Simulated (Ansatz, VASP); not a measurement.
# LaOs2: VASP beside Ansatz, part 2 of 2

Aim: how closely do two programs agree when they are given the same cell, functional and k mesh? The cell is taken from a series of runs on this material, whose earlier steps may have relaxed, scaled, displaced or heated it; both programs get it as it stands.

VASP 6.6.1 and Ansatz 0.2.0.

So far: The structure; VASP: relaxation of cell and atoms, r2SCAN.

### 3. Ansatz: relaxation of cell and atoms, r2SCAN

Level of this step: Ansatz beside VASP: Kohn-Sham DFT, plane waves, r2SCAN (Ansatz).

Ansatz runs on its default PAW (the set named soft_2) files.

The same cell, functional, mesh and smearing now go to Ansatz, which takes its cutoff from its data sets.

input.yaml

```yaml
crystal:
  lattice:
    - [0.0, 3.868, 3.868]
    - [3.868, 0.0, 3.868]
    - [3.868, 3.868, 0.0]
  atoms:
    - { symbol: La, position: [0.0, 0.0, 0.0] }
    - { symbol: La, position: [0.25, 0.25, 0.25] }
    - { symbol: Os, position: [0.625, 0.625, 0.625] }
    - { symbol: Os, position: [0.125, 0.625, 0.625] }
    - { symbol: Os, position: [0.625, 0.625, 0.125] }
    - { symbol: Os, position: [0.625, 0.125, 0.625] }
kpoints:
  mp_grid: { grid: [8, 8, 8] }
hamiltonian:
  xc: r2scan
scf:
  occupations: { method: gaussian, width: 0.1 }
output:
  forces: true
  stress: true
  eigenvalues: true
relax:
  adjacent_minimum: "off"
  f_tol: 0.005
  max_steps: 60
  cell: { stress_tol: 0.03 }
```

Run with:

```bash
$ ansatz run input.yaml --threads 4 --pin off --max-ram 16384MiB --backend cpu --events-out ev --progress --plain --runs-dir out
```

Numbers of over 12 decimals in the logs are rounded to 6 here.

The log of the run:

```text
Engine: ansatz 0.2.0, aarch64-unknown-linux-gnu
Pseudopotentials: kind: paw
Pseudopotential: La, paw, valence charge 11, recommended cutoff 500 eV (meta_gga), La.paw.azcp
Pseudopotential: Os, paw, valence charge 16, recommended cutoff 500 eV (meta_gga), Os.paw.azcp
Functional definition: r2SCAN
  parameter k0 = 0.174
  parameter k1 = 0.065
  parameter a1 = 4.9479
  exchange = r2scan_x(k0 = k0, k1 = k1, a1 = a1)
  correlation = r2scan_c
Crystal: 6 atoms, lattice volume = 115.742 Å³
Basis set: ecut = 500 eV, 2891 PW (Γ), exchange–correlation on 160×160×160 points (64 copies of the dense FFT grid, shifted against one another)
Bands: 52, of which v1, the nominal top of the filled ones, is band 43 counted from 1 (42 counted from 0)
Symmetry: 48 space group operations
Space group: Fd-3m (ITA 227), of the structure as read, at distance tolerance 4.9e-5 Å
k-points: 29 of 512
Non-local potential: La, projectors of the file, l = 0: 3, l = 1: 2, l = 2: 2, l = 3: 3
Non-local potential: Os, projectors of the file, l = 0: 3, l = 1: 2, l = 2: 2, l = 3: 1
PAW form: soft (Blöchl's): semilocal exchange-correlation on the pseudo side does not see the compensation charge
PAW frozen core: La, regenerated for the run's functional (the file was generated under x = pbe(κ = 0.804, μ = 0.219515), c = pbe(β = 0.066725))
PAW frozen core: Os, regenerated for the run's functional (the file was generated under x = pbe(κ = 0.804, μ = 0.219515), c = pbe(β = 0.066725))
PAW one-centre angular grid: La, 974 points (default); XC on 160 Gauss nodes
PAW one-centre angular grid: Os, 590 points (default); XC on 160 Gauss nodes
Initial density: superposition of atomic densities (neutral atoms: chi_scale 0, normalization atom), corrected by the library's trained network
Initial wavefunctions: pseudopotential atomic-orbital guess
Functional: x = r2scan, c = r2scan; τ floored in thin density (d = 2e-4 eV/Å³)
SCF iter   1: F=—  HF=-58119.941544 eV  |F-HF|=—  |Δ(HF+E_count)|=         —  Δρ=1.78e-2  dr2=7.62e-1  dr2_τ=1.30e-1  ethr=1.77e-3  ⟨swp⟩=7.2  Hψ=5733  notcnv=0
preconditioner: auto → Kerker (q_TF=auto, 2.597 Å⁻¹)  [metal: Δε(μ)=0.019 eV  Ē_g=7.908 eV  σ=0.100 eV  W_gap=0.11  n_scr=26 (ndim 8)  ℏωp=24.4 eV  f_vac=0.000  D(μ)=6.87/eV (n_scr^D=64)]
SCF iter   2: F=—  HF=-58120.073526 eV  |F-HF|=—  |Δ(HF+E_count)|=   1.32e-1  Δρ=6.10e-3  dr2=9.33e-2  dr2_τ=1.92e-2  ethr=8.86e-4  ⟨swp⟩=3.5  Hψ=2464  notcnv=0  defer=104
SCF iter   3: F=—  HF=-58120.071401 eV  |F-HF|=—  |Δ(HF+E_count)|=   2.13e-3  Δρ=2.33e-3  dr2=1.04e-2  dr2_τ=5.03e-4  ethr=1.09e-4  ⟨swp⟩=2.6  Hψ=1948  notcnv=0  defer=104
SCF iter   4: F=—  HF=-58120.071117 eV  |F-HF|=—  |Δ(HF+E_count)|=   2.83e-4  Δρ=5.90e-4  dr2=4.38e-4  dr2_τ=2.97e-5  ethr=1.21e-5  ⟨swp⟩=2.2  Hψ=2419  notcnv=0  defer=104
SCF iter   5: F=—  HF=-58120.071168 eV  |F-HF|=—  |Δ(HF+E_count)|=   5.07e-5  Δρ=1.46e-4  dr2=4.62e-5  dr2_τ=3.06e-6  ethr=5.10e-7  ⟨swp⟩=2.0  Hψ=2468  notcnv=0  defer=104
SCF iter   6: F=—  HF=-58120.071176 eV  |F-HF|=—  |Δ(HF+E_count)|=   8.00e-6  Δρ=4.24e-5  dr2=4.27e-6  dr2_τ=2.16e-7  ethr=5.37e-8  ⟨swp⟩=2.0  Hψ=2263  notcnv=0  defer=104
SCF iter   7: F=—  HF=-58120.071176 eV  |F-HF|=—  |Δ(HF+E_count)|=   4.72e-7  Δρ=1.09e-5  dr2=1.81e-7  dr2_τ=1.17e-8  ethr=4.97e-9  ⟨swp⟩=2.0  Hψ=2145  notcnv=0  defer=104
SCF iter   8: F=-58120.071177 eV  HF=-58120.071177 eV  |F-HF|=1.32e-9  |Δ(HF+E_count)|=   1.07e-7  Δρ=2.95e-6  dr2=1.36e-8  dr2_τ=5.58e-10  ethr=1.16e-10  ⟨swp⟩=13.1  Hψ=7529  notcnv=0
SCF 1 converged in 8 iterations: F = -58120.071177 eV  dr2 = 1.36e-8
  greatest PAW one-centre occupation: 1.000 electrons in one spin orbital (limit 2), on the Os atom at site 5 (counted from 0), in its partial waves of l = 0
relax step   1: F+E_penalty+E_count = -58120.07117661 eV  Δ(F+E_penalty+E_count) = +0.000e0 eV  max|allowed force component| = 1.542e-18 eV/Å  Δτ_max = 0.0000 Å  P = -0.855 GPa  Ω = 115.742 Å³  (8 SCF iters, dr2 threshold 1.00e-7 eV, accepted)
[...]
relax step   3: F+E_penalty+E_count = -58120.07283644 eV  Δ(F+E_penalty+E_count) = -1.660e-3 eV  max|allowed force component| = 3.469e-18 eV/Å  Δτ_max = 0.0000 Å  P = -0.015 GPa  Ω = 115.232 Å³  energy of the carried Pulay correction = +2.709e-4 eV  (9 SCF iters, accepted)
[...]
relax step   4: F+E_penalty+E_count = -58120.07254355 eV  Δ(F+E_penalty+E_count) = +2.929e-4 eV  max|allowed force component| = 4.915e-18 eV/Å  Δτ_max = 0.0000 Å  P = -0.016 GPa  Ω = 115.232 Å³  stress off target by 1.57e-2 GPa  SCF on the basis re-selected at this cell (its energy is not comparable with the rows above)  (5 SCF iters)
basis re-selected at this cell: Δ(F+E_penalty+E_count) = +2.929e-4 eV, ΔP = -0.001 GPa vs the last step (what re-selecting the basis moved, of the pressure what is left beyond the Pulay correction that the steps carried, after the strain that the cell walked since its last selection, with what the two solves' SCF thresholds leave and, on support functions, any second-order correction that the steps lacked; it is no m [...]
SCF converged after 5 iterations
Free energy (F): -58120.072544 eV
Harris-Foulkes:  -58120.072544 eV  (|F-HF|=2.91e-11)
Internal energy: -58120.039786 eV  (E = F + TS)
E sigma→0 (E₀):  -58120.056165 eV
Entropy (-TS):   -0.032758 eV (-5.460 meV/atom)
Fermi energy:    19.148245 eV
--- Per-component energies (eV) ---
  E_band       = -594.331648
  E_kinetic    = 2642.231615
  E_local      = -5439.634043  (includes V_loc(G=0)·N_el)
  E_nonlocal   = 185.907629
  E_hartree    = 2249.175096
  E_xc         = -1276.586452
  E_vxc        = -1578.604087  (∫ρ·V_xc dr)
  E_paw        = -47032.170632  (= ΣΔE_a)
  E_vpaw       = -992.995917  (= ΣTr[D̂ρ^β])
  E_aug_tail   = -0.000564  (compensation charges beyond the density's cutoff)
  E_vtau       = 90.413837  (kinetic-family band-sum trace: ∫τ·v_τ [+ j·A + Jᵃ·Aᵃ] dr)
  E_ewald      = -9447.559409
  E_core_change = -1.403026  (= ΣΔE_core)
  E_smearing   = -0.032758  (= −TS)
  E_closure    = 0.000000  (closes the sum)
  Σ components = -58120.072544   (vs F -58120.072544, Δ=0.00e0)
--- Forces (eV/Å), atoms counted from 1 ---
  atom   1  La     0.00000000    -0.00000000     0.00000000
  atom   2  La     0.00000000     0.00000000    -0.00000000
  atom   3  Os     0.00000000    -0.00000000    -0.00000000
  atom   4  Os     0.00000000    -0.00000000     0.00000000
  atom   5  Os     0.00000000    -0.00000000     0.00000000
  atom   6  Os     0.00000000    -0.00000000     0.00000000
  max |Σ_I F_I| component: 2.31e-18 eV/Å
--- Stress (GPa, compression-positive) ---
       -0.015703       0.000000       0.000000
        0.000000      -0.015703      -0.000000
        0.000000       0.000000      -0.015703
  P = ⅓ Tr σ = -0.0157 GPa (-0.157 kbar)
--- Band table (eV; the first three rows and the last of 29) ---
  k-point 0: bands = [... 39 lower, 19.3001, 19.3001, 19.3001, 19.3953, 19.3953, 20.1543, 20.1543, 20.1543, ... 5 higher]
  k-point 1: bands = [... 39 lower, 19.2070, 19.2070, 19.2522, 19.4996, 19.4996, 19.6686, 20.0570, 20.1081, ... 5 higher]
  k-point 2: bands = [... 39 lower, 18.3923, 19.1439, 19.2101, 19.2101, 19.6655, 19.6655, 20.0372, 20.3686, ... 5 higher]
  k-point 28: bands = [... 39 lower, 17.3159, 18.5731, 18.5731, 18.7624, 18.7624, 20.0143, 20.0143, 21.1975, ... 5 higher]
--- Relaxed structure (3 steps of the walk, 2 accepted, 1 SCFs on fresh bases) ---
  F+E_penalty+E_count = -58120.07254355 eV   max|allowed force component| = 4.915e-18 eV/Å   (the final SCF, on the basis selected at the relaxed cell)
  cell:  # Å, volume = 115.2316 Å³
    - [0, 3.862311, 3.862311]
    - [3.862311, 0, 3.862311]
    - [3.862311, 3.862311, 0]
  atoms:
    - { symbol: La, position: [0, 0, 0] }
    - { symbol: La, position: [0.25, 0.25, 0.25] }
    - { symbol: Os, position: [0.625, 0.625, 0.625] }
    - { symbol: Os, position: [0.125, 0.625, 0.625] }
    - { symbol: Os, position: [0.625, 0.625, 0.125] }
    - { symbol: Os, position: [0.625, 0.125, 0.625] }
```

Reading the cycles: dr2 is the Hartree energy of the density residual (eV), the measure of convergence; HF is the Harris–Foulkes estimate of the energy, which meets the free energy F at convergence.

### 4. Comparison

Known differences besides the potentials themselves: VASP keeps PBE cores, Ansatz makes them for the functional; the data sets hold 86 valence electrons in Ansatz (on its default PAW (the set named soft_2) files) and 54 in VASP; the cutoff is 500 eV in Ansatz and 660 eV in VASP; Ansatz adds a Pulay correction to the stress that steers its cell, VASP none. Total energies have different zeros and are not compared.

The two programs side by side:

```
                                         quantity  Ansatz    VASP  difference
                                      volume (Å³)  115.23  115.21     +0.02 %
edge a after relaxation, in the typed setting (Å)   5.462   5.462     +0.01 %
```

### 5. What came out

```yaml
difference_in_volume_relaxation_of_cell_and_atoms_r2scan: 0.019 %
```

**Reading.** The difference in volume is 0.019 % (relaxation of cell and atoms, r2SCAN), within the 1.2 % picked in this series as the mark of a large difference, as far as the stopping tolerances let one tell. The data sets hold unlike numbers of valence electrons (86 in Ansatz and 54 in VASP), so part of the differences comes from the potentials. How closely two codes agree says nothing of how well the functional describes the real material.

[Lines on the potential files, build, host, timing and source positions are cut from VASP's logs without a mark.]

[Logs are printed without paths, hosts, clocks, repeated set-up lines and the standing remarks that a program may print on its own settings, such as how far it seeks lower states.]

[Hosts, paths, dates, database ids (printed as entryN), source tags and the programs' standing remarks are cut or masked in the printed files.]
